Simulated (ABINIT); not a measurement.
# CdS (Fm-3m) in ABINIT: single point with HSE06

Aim: the single point of CdS with HSE06.

Program: ABINIT 10.8.3 (patched build). These are calculated values, not measurements. Logs are shortened: lines on timing, memory, paths and dates and some standing lists are left out, and cuts for length are marked. The log counts tension as positive stress, the text compression.

### 1 The crystal as given

Symmetry: Fm-3m, No. 225, cubic system. The conventional cell has a = 5.506 Å, b = 5.506 Å, c = 5.506 Å, α = 90.00°, β = 90.00°, γ = 90.00°. Cd (site symmetry m-3m) has 6 S at 2.75 Å as nearest neighbours. Around S (site symmetry m-3m) lie 6 Cd at 2.75 Å.

Measurements of this composition are mostly on another form, of space group No. 186.

### 2 Single point, HSE06

run.abi reads:

```
# Pseudopotentials
pp_dirpath "./"
pseudos "Cd_ONCV_PBE-1.2.upf, S_ONCV_PBE-1.2.upf"

# Structure
acell 7.3579793784 7.3579793784 7.3579793784
rprim
     0.0000000000     0.7071067812     0.7071067812
     0.7071067812     0.0000000000     0.7071067812
     0.7071067812     0.7071067812     0.0000000000
ntypat 2
znucl 48 16
natom 2
typat 1 2
xred
     0.0000000000     0.0000000000     0.0000000000
     0.5000000000     0.5000000000     0.5000000000

# Plane-wave basis
ecut 22.0

# k points
kptopt 1
ngkpt 6 6 6
nshiftk 1
shiftk 0.0 0.0 0.0

# Exchange and correlation
ixc -428

# Bands and occupations
nband 15
occopt 1

# SCF cycle
nstep 60
diemac 6.0
toldfe 1.0e-7

# Output
iomode 3
prtwf 0
prteig 0
prtebands 0
prtden 1
prtvha 1
prtvclmb 1
prtpot 1
prtelf 1
```

Potentials or basis: SG15 NC PBE v1.2.

Launch:

```
mpirun --bind-to none -np 8 abinit run.abi > log 2>&1
```

run.abo:

```text
.Version 10.8.3 of ABINIT
 Symmetries : space group Fm -3 m (#225); Bravais cF (face-center cubic)
================================================================================
 Values of the parameters that define the memory need of the present run
     intxc =       0    ionmov =       0      iscf =       7    lmnmax =       6
     lnmax =       6     mgfft =      32  mpssoang =       3    mqgrid =    3001
     natom =       2  nloc_mem =       1    nspden =       1   nspinor =       1
    nsppol =       1      nsym =      48    n1xccc =       0    ntypat =       2
    occopt =       1   xclevel =       2
       mpw =        1411          nfft =       32768          nkpt =          16
================================================================================
================================================================================

--------------------------------------------------------------------------------
------------- Echo of variables that govern the present computation ------------
--------------------------------------------------------------------------------
 -outvars: echo values of preprocessed input variables --------
            acell      7.3579793784E+00  7.3579793784E+00  7.3579793784E+00 Bohr
              amu      1.12411000E+02  3.20660000E+01
           diemac      6.00000000E+00
             ecut      2.20000000E+01 Hartree
              ixc        -428
                       outvar_i_n : Printing only first  50 k-points.
         kptrlatt        6    0    0      0    6    0      0    0    6
          kptrlen      4.41478763E+01
            natom           2
            nband          15
          nbandhf          13
            ngfft          32      32      32
             nkpt          16
           nkpthf         216
            nstep          60
             nsym          48
           ntypat           2
        prtebands           0
           prteig           0
           prtelf           1
           prtpot           1
         prtvclmb           1
           prtvha           1
            prtwf           0
            rprim      0.0000000000E+00  7.0710678120E-01  7.0710678120E-01
                       7.0710678120E-01  0.0000000000E+00  7.0710678120E-01
                       7.0710678120E-01  7.0710678120E-01  0.0000000000E+00
          spgroup         225
           toldfe      1.00000000E-07 Hartree
            typat      1  2
          usefock           1
           xangst      0.0000000000E+00  0.0000000000E+00  0.0000000000E+00
                       2.7532439982E+00  2.7532439982E+00  2.7532439982E+00
            xcart      0.0000000000E+00  0.0000000000E+00  0.0000000000E+00
                       5.2028771144E+00  5.2028771144E+00  5.2028771144E+00
             xred      0.0000000000E+00  0.0000000000E+00  0.0000000000E+00
                       5.0000000000E-01  5.0000000000E-01  5.0000000000E-01
            znucl       48.00000   16.00000

================================================================================

 chkinp: Checking input parameters for consistency.

================================================================================
== DATASET  1 ==================================================================

--- !DatasetInfo
iteration_state: {dtset: 1, }
dimensions: {natom: 2, nkpt: 16, mband: 15, nsppol: 1, nspinor: 1, nspden: 1, mpw: 1411, }
cutoff_energies: {ecut:  22.0, pawecutdg:  -1.0, }
electrons: {nelect:   2.60000000E+01, charge:   0.00000000E+00, occopt:   1.00000000E+00, tsmear:   1.00000000E-02, }
meta: {optdriver: 0, ionmov: 0, optcell: 0, iscf: 7, paral_kgb: 0, }
...

 Real(R)+Recip(G) space primitive vectors, cartesian coordinates (Bohr,Bohr^-1):
 R(1)=  0.0000000  5.2028771  5.2028771  G(1)= -0.0961007  0.0961007  0.0961007
 R(2)=  5.2028771  0.0000000  5.2028771  G(2)=  0.0961007 -0.0961007  0.0961007
 R(3)=  5.2028771  5.2028771  0.0000000  G(3)=  0.0961007  0.0961007 -0.0961007
 Unit cell volume ucvol=  2.8168304E+02 bohr^3
 Angles (23,13,12)=  6.00000000E+01  6.00000000E+01  6.00000000E+01 degrees

 getcut: wavevector=  0.0000  0.0000  0.0000  ngfft=  32  32  32
         ecut(hartree)=     22.000   => boxcut(ratio)=   2.05975

--- Pseudopotential description ------------------------------------------------
- pspini: atom type   1  psp file is ./Cd_ONCV_PBE-1.2.upf
12 -101130 2 -1 602                           pspcod,pspxc,lmax,lloc,mmax
     nproj     2     2     2

- pspini: atom type   2  psp file is ./S_ONCV_PBE-1.2.upf
12 -101130 1 -1 602                           pspcod,pspxc,lmax,lloc,mmax
     nproj     2     2     0

   1.23114430E+03                                ecore*ucvol(ha*bohr**3)
--------------------------------------------------------------------------------

================================================================================

--- !BeginCycle
iteration_state: {dtset: 1, }
solver: {iscf: 7, nstep: 60, nline: 4, wfoptalg: 0, }
tolerances: {toldfe: 1.00E-07, }
...

     iter   Etot(hartree)      deltaE(h)  residm     vres2
 ETOT  1  -162.23625936588    -1.622E+02 1.089E-01 4.147E+02
 ETOT  2  -165.54616453140    -3.310E+00 4.791E-03 3.196E+02
 ETOT  3  -165.65762315578    -1.115E-01 2.020E-03 5.620E+01
 ETOT  4  -165.67613882822    -1.852E-02 4.076E-04 2.730E+00
 ETOT  5  -165.67795710080    -1.818E-03 3.051E-05 1.329E-01
 ETOT  6  -165.67807439861    -1.173E-04 5.435E-06 5.061E-03
 ETOT  7  -165.67808070948    -6.311E-06 1.125E-06 7.356E-04
 ETOT  8  -165.67808091101    -2.015E-07 3.029E-07 1.324E-04
 ETOT  9  -165.67808096649    -5.548E-08 1.302E-07 3.403E-06
 ETOT 10  -165.67808096278     3.705E-09 3.974E-08 1.666E-06

 At SCF step   10, etot is converged :
  for the second time, diff in etot=  3.705E-09 < toldfe=  1.000E-07

 Compute ELF
--------------------------------------------------------------------------------

 Compute kinetic energy density

 Compute gradient of the electron density
 Electron Localization Function (ELF) [min:0;max:1]
)     Maximum=    8.6468E-01  at reduced coord.    0.3438    0.6563    0.6563
)     Minimum=    3.0763E-07  at reduced coord.    0.5000    0.5000    0.5000
   Integrated=    9.3970E+01

--------------------------------------------------------------------------------
 End of ELF section

 Cartesian components of stress tensor (hartree/bohr^3)
  sigma(1 1)=  7.95691165E-05  sigma(3 2)=  0.00000000E+00
  sigma(2 2)=  7.95691165E-05  sigma(3 1)=  0.00000000E+00
  sigma(3 3)=  7.95691165E-05  sigma(2 1)=  0.00000000E+00

--- !ResultsGS
iteration_state: {dtset: 1, }
comment   : Summary of ground state results
lattice_vectors:
- [  0.0000000,   5.2028771,   5.2028771, ]
- [  5.2028771,   0.0000000,   5.2028771, ]
- [  5.2028771,   5.2028771,   0.0000000, ]
lattice_lengths: [   7.35798,    7.35798,    7.35798, ]
lattice_angles: [ 60.000,  60.000,  60.000, ] # degrees, (23, 13, 12)
lattice_volume:   2.8168304E+02
convergence: {deltae:  3.705E-09, res2:  1.666E-06, residm:  3.974E-08, diffor: null, }
etotal    :  -1.65678081E+02
entropy   :   0.00000000E+00
fermie    :   1.91207102E-01
cartesian_stress_tensor: # hartree/bohr^3
- [  7.95691165E-05,   0.00000000E+00,   0.00000000E+00, ]
- [  0.00000000E+00,   7.95691165E-05,   0.00000000E+00, ]
- [  0.00000000E+00,   0.00000000E+00,   7.95691165E-05, ]
pressure_GPa:  -2.3410E+00
xred      :
- [  0.0000E+00,   0.0000E+00,   0.0000E+00, Cd]
- [  5.0000E-01,   5.0000E-01,   5.0000E-01,  S]
cartesian_forces: # hartree/bohr
- [ -0.00000000E+00,  -0.00000000E+00,  -0.00000000E+00, ]
- [ -0.00000000E+00,  -0.00000000E+00,  -0.00000000E+00, ]
force_length_stats: {min:   0.00000000E+00, max:   0.00000000E+00, mean:   0.00000000E+00, }
...

 Integrated electronic density in atomic spheres:
 ------------------------------------------------
 Atom  Sphere_radius  Integrated_density
    1        2.00000         17.04099605
    2        2.00000          3.90171766
================================================================================

 ----iterations are completed or convergence reached----

 Mean square residual over all n,k,spin=   60.547E-11; max=  39.737E-09
 reduced coordinates (array xred) for    2 atoms
       0.000000000000      0.000000000000      0.000000000000
       0.500000000000      0.500000000000      0.500000000000
 rms dE/dt=  0.0000E+00; max dE/dt=  0.0000E+00; dE/dt below (all hartree)
    1       0.000000000000      0.000000000000      0.000000000000
    2       0.000000000000      0.000000000000      0.000000000000

 cartesian coordinates (angstrom) at end:
    1      0.00000000000000     0.00000000000000     0.00000000000000
    2      2.75324399819950     2.75324399819950     2.75324399819950

 cartesian forces (hartree/bohr) at end:
    1     -0.00000000000000    -0.00000000000000    -0.00000000000000
    2     -0.00000000000000    -0.00000000000000    -0.00000000000000
 frms,max,avg= 0.0000000E+00 0.0000000E+00   0.000E+00  0.000E+00  0.000E+00 h/b

 cartesian forces (eV/Angstrom) at end:
    1     -0.00000000000000    -0.00000000000000    -0.00000000000000
    2     -0.00000000000000    -0.00000000000000    -0.00000000000000
 frms,max,avg= 0.0000000E+00 0.0000000E+00   0.000E+00  0.000E+00  0.000E+00 e/A
 length scales=  7.357979378400  7.357979378400  7.357979378400 bohr
              =  3.893675002702  3.893675002702  3.893675002702 angstroms
 Fermi (or HOMO) energy (hartree) =   0.19121   Average Vxc (hartree)=  -0.31803
 Eigenvalues (hartree) for nkpt=  16  k points:
 kpt#   1, nband= 15, wtk=  0.00463, kpt=  0.0000  0.0000  0.0000 (reduced coord)
  -3.72701   -2.23542   -2.23542   -2.23542   -0.32043   -0.12460   -0.12460   -0.12401
  -0.12401   -0.12401    0.16342    0.16342    0.16342    0.25178    0.57549
 prteigrs : prtvol=0 or 1, do not print more k-points.

--- !EnergyTerms
iteration_state     : {dtset: 1, }
comment             : Components of total free energy in Hartree
kinetic             :  5.13171465819488E+01
hartree             :  4.64768039507532E+01
xc                  : -1.28018807733211E+01
Ewald energy        : -1.08619505466604E+02
psp_core            :  4.37067241749917E+00
local_psp           : -1.27770850312038E+02
non_local_psp+x     : -1.86504673610191E+01
total_energy        : -1.65678080962781E+02
...

--- !EnergyTermsDC
iteration_state     : {dtset: 1, }
comment             : '"Double-counting" decomposition of free energy'
band_energy         : -2.20275999902007E+01
Ewald energy        : -1.08619505466604E+02
psp_core            :  4.37067241749917E+00
xc_dc               : -3.94019945241408E+01
total_energy_dc     : -1.65678427563447E+02
...

 Cartesian components of stress tensor (hartree/bohr^3)
  sigma(1 1)=  7.95691165E-05  sigma(3 2)=  0.00000000E+00
  sigma(2 2)=  7.95691165E-05  sigma(3 1)=  0.00000000E+00
  sigma(3 3)=  7.95691165E-05  sigma(2 1)=  0.00000000E+00

-Cartesian components of stress tensor (GPa)         [Pressure= -2.3410E+00 GPa]
- sigma(1 1)=  2.34100423E+00  sigma(3 2)=  0.00000000E+00
- sigma(2 2)=  2.34100423E+00  sigma(3 1)=  0.00000000E+00
- sigma(3 3)=  2.34100423E+00  sigma(2 1)=  0.00000000E+00

== END DATASET(S) ==============================================================
================================================================================

 -outvars: echo values of variables after computation  --------
            acell      7.3579793784E+00  7.3579793784E+00  7.3579793784E+00 Bohr
           etotal     -1.6567808096E+02
            fcart     -0.0000000000E+00 -0.0000000000E+00 -0.0000000000E+00
                      -0.0000000000E+00 -0.0000000000E+00 -0.0000000000E+00
            rprim      0.0000000000E+00  7.0710678120E-01  7.0710678120E-01
                       7.0710678120E-01  0.0000000000E+00  7.0710678120E-01
                       7.0710678120E-01  7.0710678120E-01  0.0000000000E+00
           strten      7.9569116544E-05  7.9569116544E-05  7.9569116544E-05
                       0.0000000000E+00  0.0000000000E+00  0.0000000000E+00
           xangst      0.0000000000E+00  0.0000000000E+00  0.0000000000E+00
                       2.7532439982E+00  2.7532439982E+00  2.7532439982E+00
             xred      0.0000000000E+00  0.0000000000E+00  0.0000000000E+00
                       5.0000000000E-01  5.0000000000E-01  5.0000000000E-01
 Calculation completed.
```

It took 14 min on 8 MPI ranks of Arm Neoverse V2, shared host; peak memory 0.96 GiB.

Results:

| Property | Result |
| --- | --- |
| Free energy | -4508.3303 eV |
| Pressure | -2.3 GPa |
| Band gap on the k mesh | 0.97 eV, indirect (least direct gap 2.40 eV) |
| Valence electrons inside the program's atomic spheres | Cd 17.04; S 3.90 |

Caveat: Libxc's HSE differs a little from that of other programs; the potentials were made for another functional, which shifts forces and pressure.
